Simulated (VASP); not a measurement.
Set up this calculation in VASP 6.6.1, as the native input.

```
Task                   : band structure
Functional             : PBE
Potentials or basis    : VASP PAW PBE potentials, release 64 (Mo_sv, Se)
Cutoff                 : 520 eV
k mesh                 : 7 × 7 × 2
Occupations            : fermi-dirac, width 0.05 eV
Spin                   : spin-orbit coupling, no magnetisation
Further INCAR settings : ALGO = Fast; EDIFF = 1e-06; NBANDS = 68
```

The structure of MoSe2 lies in POSCAR:

```
MoSe2
1.0
    3.2880000000      0.0000000000      0.0000000000
   -1.6440000000      2.8474915276      0.0000000000
    0.0000000000      0.0000000000     12.9000000000
Mo Se
2 4
Direct
    0.6666666667      0.3333333333      0.7500000000
    0.3333333333      0.6666666667      0.2500000000
    0.6666666667      0.3333333333      0.3750000000
    0.3333333333      0.6666666667      0.8750000000
    0.6666666667      0.3333333333      0.1250000000
    0.3333333333      0.6666666667      0.6250000000
```

One way to write it, as run:

INCAR

```
PREC = Accurate ; ENCUT = 520
EDIFF = 1E-6 ; ISMEAR = -1
SIGMA = 0.05 ; LREAL = F
LASPH = T ; NELM = 80
ALGO = Fast ; ISIF = 2
LWAVE = F ; LCHARG = F
MAGMOM = 0 0 0 0 0 0 0 0 0 0 0 0 0 0 0 0 0 0 ; LORBIT = 11
LSORBIT = T ; GGA_COMPAT = F
LMAXMIX = 4 ; GGA = PE
NBANDS = 68
```

KPOINTS

```
Automatic mesh
0
Gamma
  7 7 2
```

KPOINTS_OPT

```
path GMKGALHA,LM,KH
20
line-mode
reciprocal
 0.0000000000  0.0000000000  0.0000000000  G
 0.5000000000  0.0000000000  0.0000000000  M

 0.5000000000  0.0000000000  0.0000000000  M
 0.3333333333  0.3333333333  0.0000000000  K

 0.3333333333  0.3333333333  0.0000000000  K
 0.0000000000  0.0000000000  0.0000000000  G

 0.0000000000  0.0000000000  0.0000000000  G
 0.0000000000  0.0000000000  0.5000000000  A

 0.0000000000  0.0000000000  0.5000000000  A
 0.5000000000  0.0000000000  0.5000000000  L

 0.5000000000  0.0000000000  0.5000000000  L
 0.3333333333  0.3333333333  0.5000000000  H

 0.3333333333  0.3333333333  0.5000000000  H
 0.0000000000  0.0000000000  0.5000000000  A

 0.5000000000  0.0000000000  0.5000000000  L
 0.5000000000  0.0000000000  0.0000000000  M

 0.3333333333  0.3333333333  0.0000000000  K
 0.3333333333  0.3333333333  0.5000000000  H
```

Potentials or basis: VASP PAW PBE potentials, release 64 (Mo_sv, Se).

Command:

```sh
$ cat potpaw_PBE.64/Mo_sv/POTCAR potpaw_PBE.64/Se/POTCAR > POTCAR
$ mpirun -np 1 vasp_ncl > vasp.out
```

Results of the run:

* Pressure: 8.4 GPa
* Largest force: 1.150 eV/Å
* Valence electrons inside the program's atomic spheres: Mo 12.51; Se 3.91

Caveat: the cell's inner coordinates are idealised or old, which leaves forces on the atoms; this functional lacks dispersion, which binds the layers, so the pressure and a relaxed spacing across them are unreliable.

Run time: 15 min on 1 thread of AMD EPYC 9R45 96-Core Processor (Zen 5) (shared host), peak memory 0.59 GiB.
